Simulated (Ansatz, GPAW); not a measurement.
## Ti: programs and potentials compared

```xyz
2
Lattice="2.9500 0.0000 0.0000 -1.4750 2.5548 0.0000 0.0000 0.0000 4.6800" Properties=species:S:1:pos:R:3 pbc="T T T"
Ti    1.4750    0.8516    3.5100
Ti    0.0000    1.7032    1.1700
```

Alike in all runs: task band structure; functional revPBE; k mesh 10 × 10 × 6; occupations fermi-dirac, width 0.05 eV; no spin polarisation; no spin-orbit coupling. Pressure is positive in compression and, in plane waves, holds the error of the finite cutoff, which Ansatz's Pulay term estimates and takes out.

```csv
program and potentials,plane-wave cutoff (eV),notes,pressure (GPa)
"Ansatz, Ansatz PAW",420,"potentials made for PBE, which Ansatz adapts in part; Pulay term of +0.02 GPa included",0.81
"GPAW, the program's PAW data sets (release 1.2.1) made for this functional",600,-,0.28
"Ansatz, all-electron LAPW, scalar-relativistic",-,-,0.79
```

The pressure spans 0.28 (GPAW, the program's PAW data sets (release 1.2.1) made for this functional) to 0.81 GPa (Ansatz, Ansatz PAW), with all-electron results at 0.79. Some sets were made for another functional than the one run, which can shift their rows.

Differences between rows come from potentials, basis sets and numerical settings, since the functional is the same but for its coding. Runs on potential files found faulty are left out.
